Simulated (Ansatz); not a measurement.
# C (P6_3/mmc) in Ansatz: a series of runs

The runs below take C through single point, equation of state, with revPBE+D4.

The COD entry that gives the cell may itself be a prediction, so a difference from it is no test against experiment.

Everything below comes from runs of Ansatz 0.2.0. Logs are shortened: lines on timing, memory, paths and dates and some standing lists are left out, and cuts for length are marked.

## Step 1: Starting point

It takes space group P6_3/mmc (No. 194, hexagonal). The conventional cell has a = 2.522 Å, b = 2.522 Å, c = 12.356 Å, α = 90.00°, β = 90.00°, γ = 120.00°. Around C (site symmetry 3m) lie 4 C at 1.54 Å. C (site symmetry 3m) has 4 C at 1.54 Å as nearest neighbours. C (site symmetry 3m) is surrounded by 4 C at 1.54 Å.

This is a hexagonal form of diamond, not graphite.

## Step 2: Single point, revPBE+D4, 5.33 Å³/atom (volume scaled by 0.94)

File input.yaml:

```yaml
crystal:
  lattice:
    - [2.4706141248, 0.0, 0.0]
    - [-1.2353070624, 2.139614595, 0.0]
    - [0.0, 0.0, 12.1034720835]
  atoms:
    - { symbol: C, position: [0.6666666667, 0.3333333333, 0.35417] }
    - { symbol: C, position: [0.3333333333, 0.6666666667, 0.85417] }
    - { symbol: C, position: [0.6666666667, 0.3333333333, 0.14583] }
    - { symbol: C, position: [0.3333333333, 0.6666666667, 0.64583] }
    - { symbol: C, position: [0.6666666667, 0.3333333333, 0.47917] }
    - { symbol: C, position: [0.3333333333, 0.6666666667, 0.97917] }
    - { symbol: C, position: [0.6666666667, 0.3333333333, 0.02083] }
    - { symbol: C, position: [0.3333333333, 0.6666666667, 0.52083] }
    - { symbol: C, position: [0.0, 0.0, 0.8125] }
    - { symbol: C, position: [0.0, 0.0, 0.3125] }
    - { symbol: C, position: [0.0, 0.0, 0.6875] }
    - { symbol: C, position: [0.0, 0.0, 0.1875] }
hamiltonian:
  xc: revpbe
  pseudopotentials: { kind: paw }
  dispersion: d4
kpoints:
  mp_grid: { grid: [12, 12, 3] }
scf:
  occupations: { method: fermi_dirac, width: 0.05 }
output:
  forces: true
  stress: true
  eigenvalues: true
  write_density: true
  write_potential: true
  elf: true
  volumetric_format: npy
```

Potentials or basis: Ansatz PAW.

Run with:

```console
ansatz run input.yaml --threads 2 --pin off --max-ram 5120MiB --backend cpu --events-out ev --progress --plain --runs-dir out
```

Standard output:

```text
Warning: RAYON_NUM_THREADS=2 ignored (pool sized by the plan → 2); use --threads N
Engine: ansatz 0.2.0, x86_64-unknown-linux-gnu
Pseudopotentials: kind: paw
Pseudopotential: C, paw, valence charge 4, recommended cutoff 420 eV (normal), C.paw.azcp
Functional definition: revPBE
  parameter kappa = 1.245
  parameter beta = 0.06672455060314922
  exchange = pbe_x(kappa = kappa, mu = beta*pi^2/3)
  correlation = pbe_c(beta = beta)
Crystal: 12 atoms, lattice volume = 63.981 Å³
Basis set: ecut = 420 eV, 1211 PW (Γ), exchange–correlation on 36×36×162 points (8 copies of the dense FFT grid, shifted against one another)
Bands: 36, of which v1, the nominal top of the filled ones, is band 24 counted from 1 (23 counted from 0)
Symmetry: 24 space group operations
Space group: P63/mmc (ITA 194), of the structure as read, at distance tolerance 4.0e-5 Å
k-points: 38 of 432
Non-local potential: C, projectors of the file, l = 0: 2, l = 1: 2, l = 2: 1
PAW form: soft (Blöchl's): semilocal exchange-correlation on the pseudo side does not see the compensation charge
PAW frozen core: C, regenerated for the run's functional, and the local potential with it (the file was generated under x = pbe(κ = 0.804, μ = 0.2195149727645171), c = pbe(β = 0.06672455060314922))
PAW one-centre angular grid: C, 110 points (default); XC on 64 Gauss nodes
Initial density: superposition of atomic densities (neutral atoms: chi_scale 0, normalization atom), corrected by the library's trained network
Initial wavefunctions: pseudopotential atomic-orbital guess
Functional: x = revpbe(κ = 1.245, μ = 0.2195149727645171), c = pbe(β = 0.06672455060314922)
SCF iter   1: F=—  HF=-3026.185290 eV  |F-HF|=—  |Δ(HF+E_count)|=         —  Δρ=6.13e-3  dr2=1.22e-2  ethr=1.77e-3  ⟨swp⟩=6.2  Hψ=6500  notcnv=0  defer=33
preconditioner: auto → none  [insulator: Δε(μ)=4.529 eV  Ē_g=17.795 eV  σ=0.050 eV  W_gap=1.00  n_scr=10 (ndim 8)  ℏωp=32.2 eV  f_vac=0.000  D(μ)=0.00/eV (n_scr^D=0)  ε∞_Penn≈4.3]
SCF iter   2: F=—  HF=-3026.183179 eV  |F-HF|=—  |Δ(HF+E_count)|=   2.11e-3  Δρ=2.59e-3  dr2=1.47e-3  ethr=2.55e-5  ⟨swp⟩=2.3  Hψ=2573  notcnv=0  defer=79
SCF iter   3: F=—  HF=-3026.183397 eV  |F-HF|=—  |Δ(HF+E_count)|=   2.18e-4  Δρ=4.95e-4  dr2=8.02e-5  ethr=3.05e-6  ⟨swp⟩=2.5  Hψ=2071  notcnv=0  defer=79
SCF iter   4: F=—  HF=-3026.183442 eV  |F-HF|=—  |Δ(HF+E_count)|=   4.49e-5  Δρ=1.29e-4  dr2=3.03e-6  ethr=1.67e-7  ⟨swp⟩=2.3  Hψ=1857  notcnv=0  defer=79
iter 5 did not close the SCF: its close was put off for the readings that it lacked (scf_convergence_deferred on its scf_iter line)
SCF iter   5: F=-3026.183447 eV  HF=-3026.183447 eV  |F-HF|=8.48e-9  |Δ(HF+E_count)|=   4.50e-6  Δρ=1.02e-5  dr2=4.14e-8  ethr=6.32e-9  ⟨swp⟩=2.2  Hψ=1988  notcnv=0  defer=79
SCF iter   6: F=-3026.183447 eV  HF=-3026.183447 eV  |F-HF|=8.25e-10  |Δ(HF+E_count)|=   1.77e-8  Δρ=1.49e-6  dr2=7.79e-10  ethr=8.63e-11  ⟨swp⟩=12.1  Hψ=8876  notcnv=0
SCF 1 converged in 6 iterations: F = -3026.183447 eV  dr2 = 7.79e-10
SCF converged after 6 iterations
Free energy (F): -3026.183447 eV
Harris-Foulkes:  -3026.183447 eV  (|F-HF|=8.25e-10)
Internal energy: -3026.183447 eV  (E = F + TS)
E sigma→0 (E₀):  -3026.183447 eV
Fermi energy:    16.881857 eV
--- Per-component energies (eV) ---
  E_band       = 247.371989
  E_kinetic    = 1132.714766
  E_local      = -702.751389  (includes V_loc(G=0)·N_el)
  E_nonlocal   = 319.210039
  E_hartree    = 156.095286
  E_xc         = -592.255605
  E_vxc        = -735.341702  (∫ρ·V_xc dr)
  E_paw        = -1202.511537  (= ΣΔE_a)
  E_vpaw       = -78.650023  (= ΣTr[D̂ρ^β])
  E_aug_tail   = 0.000081  (compensation charges beyond the density's cutoff)
  E_ewald      = -2130.208278
  E_disp       = -6.336798  (pairwise vdW)
  E_core_change = -0.140010  (= ΣΔE_core)
  E_smearing   = -0.000000  (= −TS)
  E_closure    = -0.000000  (closes the sum)
  Σ components = -3026.183447   (vs F -3026.183447, Δ=0.00e0)
--- Forces (eV/Å), atoms counted from 1 ---
  atom   1  C      0.00000000    -0.00000000     0.35026743
  atom   2  C      0.00000000     0.00000000     0.35026743
  atom   3  C      0.00000000    -0.00000000    -0.35026743
  atom   4  C      0.00000000     0.00000000    -0.35026743
  atom   5  C      0.00000000     0.00000000    -0.02890858
  atom   6  C     -0.00000000    -0.00000000    -0.02890858
  atom   7  C      0.00000000     0.00000000     0.02890858
  atom   8  C     -0.00000000    -0.00000000     0.02890858
  atom   9  C      0.00000000    -0.00000000     0.36649055
  atom  10  C      0.00000000     0.00000000     0.36649055
  atom  11  C      0.00000000    -0.00000000    -0.36649055
  atom  12  C      0.00000000     0.00000000    -0.36649055
  max |Σ_I F_I| component: 3.52e-16 eV/Å
--- Stress (GPa, compression-positive) ---
       20.122919      -0.000000      -0.000000
       -0.000000      20.122919      -0.000000
       -0.000000      -0.000000      29.734947
  P = ⅓ Tr σ = 23.3269 GPa (233.269 kbar)
--- Band table (eV; the first three rows and the last of 38) ---
  k-point 0: bands = ["-7.8462", "-7.0689", "-7.0208", "-4.6981", "-4.6735", "-1.6904", "0.4302", "4.7109", "4.7577", "10.5778", "10.6596", "11.5041", "11.5041", "11.9759", "11.9759", "12.1461", "12.1461", "13.4445", "13.4445", "13.6017", "13.6017", "14.4930", "14.6571", "14.6571", "20.1091", "20.1091", "20.5070", "21.2395", "21.2395", "21.8034", "21.8034", "22.0007", "22.5673", "22.8535", "22.8535", "23.2089"]
  k-point 1: bands = ["-7.7570", "-7.4898", "-6.4254", "-5.6367", "-3.5929", "-2.4304", "1.3182", "2.9211", "6.6630", "8.6492", "11.5658", "11.5658", "11.7473", "11.7473", "12.4487", "12.4805", "12.4805", "12.9700", "12.9700", "13.8948", "14.0689", "14.0689", "14.4901", "14.4901", "20.3073", "20.3073", "20.8029", "20.8029", "20.8475", "21.5353", "22.2189", "22.2189", "22.6723", "22.6723", "22.8507", "23.1178"]
  k-point 2: bands = ["-7.6682", "-6.8922", "-6.8436", "-4.5263", "-4.5011", "-1.5332", "0.5974", "4.8395", "4.8875", "10.5655", "10.6065", "10.6519", "11.0940", "11.1388", "11.2825", "11.6251", "11.7544", "12.6571", "12.8362", "13.1712", "13.2861", "13.9224", "14.2086", "14.3805", "20.2222", "20.5280", "20.7942", "21.1766", "21.6669", "21.7184", "22.1941", "22.4411", "22.8340", "23.1124", "23.4384", "23.5187"]
  k-point 37: bands = ["-0.2492", "-0.2492", "-0.0093", "0.0684", "0.3214", "0.3214", "2.2599", "2.2599", "2.4364", "2.8613", "3.2419", "3.2419", "4.6823", "4.6823", "5.0426", "5.8488", "6.0580", "6.0580", "8.3679", "8.3679", "8.6465", "9.2813", "9.6558", "9.6558", "20.4796", "20.4796", "21.5156", "22.5957", "23.5327", "23.5327", "26.2443", "26.3946", "26.3946", "27.6028", "27.7271", "27.7271"]
```

v_z.tsv:

```text
# z_ang	v_es[eV]	v_tot[eV]
# format = ansatz-planar-average/11
# xc	revpbe
# density_cutoff_ev	1680
# datasets	C=:simpson_from_first_knot:soft:shift=185565
# lattice	2.470614125	0.000000000	0.000000000
# lattice	-1.235307062	2.139614595	0.000000000
# lattice	0.000000000	0.000000000	12.103472083
# sites	12
# site	6	1.235307062	0.713204865	4.286686708
# site	6	0.000000000	1.426409730	10.338422750
# site	6	1.235307062	0.713204865	1.765049334
# site	6	0.000000000	1.426409730	7.816785376
# site	6	1.235307062	0.713204865	5.799620718
# site	6	0.000000000	1.426409730	11.851356760
# site	6	1.235307062	0.713204865	0.252115323
# site	6	0.000000000	1.426409730	6.303851365
# site	6	0.000000000	0.000000000	9.834071068
# site	6	0.000000000	0.000000000	3.782335026
# site	6	0.000000000	0.000000000	8.321137057
# site	6	0.000000000	0.000000000	2.269401016
0.000000	-7.263883e0	-2.334979e1
0.149426	-6.286622e0	-2.212865e1
0.298851	-3.448974e0	-1.856773e1
0.448277	5.063961e-1	-1.347463e1
0.597702	4.837256e0	-7.905961e0
0.747128	8.975211e0	-2.690941e0
[... 73 lines left out ...]
11.804621	-3.448974e0	-1.856773e1
11.954047	-6.286622e0	-2.212865e1
```

It took 5 s on 2 threads of Intel Xeon Platinum 8488C (Sapphire Rapids), shared host; peak memory 0.46 GiB.

What came out:

| Quantity | Value |
| --- | --- |
| Free energy | -3026.1834 eV |
| Pressure | 23.3 GPa |
| Largest force | 0.366 eV/Å |
| Band gap on the k mesh | 4.54 eV, indirect (least direct gap 5.45 eV) |

Caveat: odd divisions of the mesh miss points on the zone boundary, where band edges often lie, so the gap on the mesh can be too wide; the pressure holds a Pulay correction of +0.9 GPa for the finite cutoff; the PAW data sets come from PBE, with cores solved anew for the run's functional, which leaves a small shift of forces and pressure.

## Step 3: Single point, revPBE+D4, 5.45 Å³/atom (volume scaled by 0.96)

input.yaml: that of step 2 with these lines changed.

```diff
@@ -2,5 +2,5 @@
   lattice:
-    - [2.4706141248, 0.0, 0.0]
-    - [-1.2353070624, 2.139614595, 0.0]
-    - [0.0, 0.0, 12.1034720835]
+    - [2.4880133891, 0.0, 0.0]
+    - [-1.2440066945, 2.1546827999, 0.0]
+    - [0.0, 0.0, 12.1887106107]
   atoms:
@@ -30,5 +30 @@
   eigenvalues: true
-  write_density: true
-  write_potential: true
-  elf: true
-  volumetric_format: npy
```

Potentials or basis: Ansatz PAW.

Run with:

```console
ansatz run input.yaml --threads 2 --pin off --max-ram 5120MiB --backend cpu --events-out ev --progress --plain --runs-dir out
```

Run time: 3.8 s. Hardware: 2 threads of Intel Xeon Platinum 8488C (Sapphire Rapids), shared host; peak memory 0.45 GiB.

Results (log left out):

| Quantity | Value |
| --- | --- |
| Free energy | -3026.3348 eV |
| Pressure | 12.5 GPa |
| Largest force | 0.354 eV/Å |
| Band gap on the k mesh | 4.49 eV, indirect (least direct gap 5.40 eV) |

Caveat: odd divisions of the mesh miss points on the zone boundary, where band edges often lie, so the gap on the mesh can be too wide; the pressure holds a Pulay correction of +0.9 GPa for the finite cutoff; the PAW data sets come from PBE, with cores solved anew for the run's functional, which leaves a small shift of forces and pressure.

## Step 4: Single point, revPBE+D4, 5.56 Å³/atom (volume scaled by 0.98)

input.yaml: that of step 3 with these lines changed.

```diff
@@ -2,5 +2,5 @@
   lattice:
-    - [2.4880133891, 0.0, 0.0]
-    - [-1.2440066945, 2.1546827999, 0.0]
-    - [0.0, 0.0, 12.1887106107]
+    - [2.5051726443, 0.0, 0.0]
+    - [-1.2525863222, 2.1695431509, 0.0]
+    - [0.0, 0.0, 12.2727733403]
   atoms:
```

Run with:

```console
ansatz run input.yaml --threads 2 --pin off --max-ram 5120MiB --backend cpu --events-out ev --progress --plain --runs-dir out
```

It took 4.1 s on 2 threads of Intel Xeon Platinum 8488C (Sapphire Rapids), shared host; peak memory 0.47 GiB.

It converged, with:

* Free energy: -3026.3994 eV
* Pressure: 2.7 GPa
* Largest force: 0.341 eV/Å
* Band gap on the k mesh: 4.44 eV, indirect (least direct gap 5.36 eV)

Caveat: odd divisions of the mesh miss points on the zone boundary, where band edges often lie, so the gap on the mesh can be too wide; the pressure holds a Pulay correction of +0.9 GPa for the finite cutoff; the PAW data sets come from PBE, with cores solved anew for the run's functional, which leaves a small shift of forces and pressure.

## Step 5: Single point, revPBE+D4, 5.67 Å³/atom

input.yaml: that of step 4 with these lines changed.

```diff
@@ -2,5 +2,5 @@
   lattice:
-    - [2.5051726443, 0.0, 0.0]
-    - [-1.2525863222, 2.1695431509, 0.0]
-    - [0.0, 0.0, 12.2727733403]
+    - [2.5221, 0.0, 0.0]
+    - [-1.26105, 2.1842026709, 0.0]
+    - [0.0, 0.0, 12.3557]
   atoms:
```

Run with:

```console
ansatz run input.yaml --threads 2 --pin off --max-ram 5120MiB --backend cpu --events-out ev --progress --plain --runs-dir out
```

It took 4 s on 2 threads of Intel Xeon Platinum 8488C (Sapphire Rapids), shared host; peak memory 0.45 GiB.

Results (log left out):

```yaml
Free_energy: -3026.3844 eV
Pressure: -6.2 GPa
Largest_force: 0.330 eV/Å
Band_gap_on_the_k_mesh: 4.38 eV, indirect (least direct gap 5.31 eV)
```

Caveat: odd divisions of the mesh miss points on the zone boundary, where band edges often lie, so the gap on the mesh can be too wide; the pressure holds a Pulay correction of +0.9 GPa for the finite cutoff; the PAW data sets come from PBE, with cores solved anew for the run's functional, which leaves a small shift of forces and pressure.

## Step 6: Single point, revPBE+D4, 5.79 Å³/atom (volume scaled by 1.02)

input.yaml: that of step 5 with these lines changed.

```diff
@@ -2,5 +2,5 @@
   lattice:
-    - [2.5221, 0.0, 0.0]
-    - [-1.26105, 2.1842026709, 0.0]
-    - [0.0, 0.0, 12.3557]
+    - [2.5388031358, 0.0, 0.0]
+    - [-1.2694015679, 2.1986680108, 0.0]
+    - [0.0, 0.0, 12.4375282125]
   atoms:
```

Potentials or basis: Ansatz PAW.

Run with:

```console
ansatz run input.yaml --threads 2 --pin off --max-ram 5120MiB --backend cpu --events-out ev --progress --plain --runs-dir out
```

Wall time 3.5 s (2 threads of Intel Xeon Platinum 8488C (Sapphire Rapids), shared host); peak memory 0.47 GiB.

Results (log left out):

| Item | Value |
| --- | --- |
| Free energy | -3026.2967 eV |
| Pressure | -14.3 GPa |
| Largest force | 0.319 eV/Å |
| Band gap on the k mesh | 4.33 eV, indirect (least direct gap 5.26 eV) |

Caveat: odd divisions of the mesh miss points on the zone boundary, where band edges often lie, so the gap on the mesh can be too wide; the pressure holds a Pulay correction of +0.9 GPa for the finite cutoff; the PAW data sets come from PBE, with cores solved anew for the run's functional, which leaves a small shift of forces and pressure.

## Step 7: Single point, revPBE+D4, 5.90 Å³/atom (volume scaled by 1.04)

input.yaml: that of step 6 with these lines changed.

```diff
@@ -2,5 +2,5 @@
   lattice:
-    - [2.5388031358, 0.0, 0.0]
-    - [-1.2694015679, 2.1986680108, 0.0]
-    - [0.0, 0.0, 12.4375282125]
+    - [2.5552893324, 0.0, 0.0]
+    - [-1.2776446662, 2.2129454759, 0.0]
+    - [0.0, 0.0, 12.5182936458]
   atoms:
```

Run with:

```console
ansatz run input.yaml --threads 2 --pin off --max-ram 5120MiB --backend cpu --events-out ev --progress --plain --runs-dir out
```

Wall time 5.2 s (2 threads of Intel Xeon Platinum 8488C (Sapphire Rapids), shared host); peak memory 0.47 GiB.

The run converged. Its results:

| Property | Result |
| --- | --- |
| Free energy | -3026.1433 eV |
| Pressure | -21.7 GPa |
| Largest force | 0.309 eV/Å |
| Band gap on the k mesh | 4.28 eV, indirect (least direct gap 5.22 eV) |

Caveat: odd divisions of the mesh miss points on the zone boundary, where band edges often lie, so the gap on the mesh can be too wide; the pressure holds a Pulay correction of +0.9 GPa for the finite cutoff; the PAW data sets come from PBE, with cores solved anew for the run's functional, which leaves a small shift of forces and pressure.

## Step 8: Single point, revPBE+D4, 6.01 Å³/atom (volume scaled by 1.06)

input.yaml: that of step 7 with these lines changed.

```diff
@@ -2,5 +2,5 @@
   lattice:
-    - [2.5552893324, 0.0, 0.0]
-    - [-1.2776446662, 2.2129454759, 0.0]
-    - [0.0, 0.0, 12.5182936458]
+    - [2.5715654994, 0.0, 0.0]
+    - [-1.2857827497, 2.22704105, 0.0]
+    - [0.0, 0.0, 12.59803015]
   atoms:
@@ -30 +30,5 @@
   eigenvalues: true
+  write_density: true
+  write_potential: true
+  elf: true
+  volumetric_format: npy
```

Run with:

```console
ansatz run input.yaml --threads 2 --pin off --max-ram 5120MiB --backend cpu --events-out ev --progress --plain --runs-dir out
```

It took 4.4 s on 2 threads of Intel Xeon Platinum 8488C (Sapphire Rapids), shared host; peak memory 0.48 GiB.

It converged, with:

- Free energy: -3025.9304 eV
- Pressure: -28.4 GPa
- Largest force: 0.299 eV/Å
- Band gap on the k mesh: 4.24 eV, indirect (least direct gap 5.18 eV)

Caveat: odd divisions of the mesh miss points on the zone boundary, where band edges often lie, so the gap on the mesh can be too wide; the pressure holds a Pulay correction of +0.9 GPa for the finite cutoff; the PAW data sets come from PBE, with cores solved anew for the run's functional, which leaves a small shift of forces and pressure.

## Step 9: Equation of state, revPBE+D4

Potentials or basis: Ansatz PAW.

No new run: the results of the series are fitted here.

What came out:

```yaml
Equilibrium_volume: 5.59 Å³/atom
Bulk_modulus_at_fixed_shape_and_positions: 448 GPa
Pressure_derivative_of_the_bulk_modulus: 3.7
```

Energy against volume, from the lowest point:
| volume (Å³/atom) | energy (meV/atom) |
| --- | --- |
| 5.332 | 17.99 |
| 5.445 | 5.38 |
| 5.559 | 0.00 |
| 5.672 | 1.25 |
| 5.786 | 8.56 |
| 5.899 | 21.34 |
| 6.012 | 39.08 |

Caveat: the potentials were made for another functional, which shifts forces and pressure; the cell was scaled at fixed shape and fractional positions, which overstates the stiffness of a crystal with free parameters, most of all of layers and chains.
